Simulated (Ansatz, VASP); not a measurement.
## Two plane-wave programs on Si2Ni

```
CELL_PARAMETERS angstrom
0.00000 2.72154 2.72154
2.72154 0.00000 2.72154
2.72154 2.72154 0.00000
ATOMIC_POSITIONS crystal
Si 0.25000 0.25000 0.25000
Si 0.75000 0.75000 0.75000
Ni 0.00000 0.00000 0.00000
```

Alike in both runs: functional PBE; k mesh 12 × 12 × 12; occupations gaussian, width 0.1 eV; no spin polarisation.

Ansatz relaxed the structure, and its values are those at the end. VASP's run is a single point on that final structure, the one shown.

|  | VASP | Ansatz |
| --- | --- | --- |
| version | VASP 6.6.1 | Ansatz 0.2.0 |
| potentials or method | VASP PAW PBE potentials, release 64 (Si, Ni) | scalar-relativistic, plane waves, PAW |
| plane-wave cutoff (eV) | 520 | 420 |
| valence electrons in the cell | 18 | 26 |

|  | VASP | Ansatz | Ansatz less VASP |
| --- | --- | --- | --- |
| gap on the k mesh at the Fermi level (eV) | none | none | - |
| pressure (GPa) | 0.0 | 0.1 | +0.10 |

A gap of «none» marks a metal or a gap that the smearing closes. The two sets of potentials don't hold the same shells in valence.

Spin polarisation is off, so any magnetic state and its effect on volume and gap are missing.
